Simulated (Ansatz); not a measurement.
Crystal: Ni3Ge.

```xyz
4
Lattice="3.5303 0.0000 0.0000 0.0000 3.5303 0.0000 0.0000 0.0000 3.5303" Properties=species:S:1:pos:R:3 pbc="T T T"
Ge    0.0000    0.0000    0.0000
Ni    1.7652    1.7652    0.0000
Ni    0.0000    1.7652    1.7652
Ni    1.7652    0.0000    1.7652
```

The cell comes from a database or a generator and needn't be the stable form of this composition.

Base run:

```yaml
Program: Ansatz 0.2.0
Functional: PBEsol
Potentials_or_basis: Ansatz PAW
Cutoff: "420 eV (not typed: the program's choice for these potentials)"
k_mesh: 6 × 6 × 6
Occupations: fermi-dirac, width 0.05 eV
Spin: collinear spin, ferromagnetic start
Starting_moments: "[0.0, 0.2666666667, 0.2666666667, 0.2666666667] μB"
Fixed_moment: 0.8 μB
```

Its results: pressure -0.2 GPa; site moments Ge +0.00; Ni +0.28 μB.

Q: The run is repeated on the same cell with these changes: fixed moment from 0.8 μB to 4.5 μB; moments at the start from [0.0, 0.27, 0.27, 0.27] to [0.0, 1.5, 1.5, 1.5]. What comes out?

A: Pressure 18.0 GPa; site moments Ge +0.33; Ni +1.26 μB.

Caveats: the total moment is fixed, so each spin has its own Fermi level; the PAW data sets come from PBE, with cores solved anew for the run's functional, which leaves a small shift of forces and pressure; the thresholds are loose for stress.
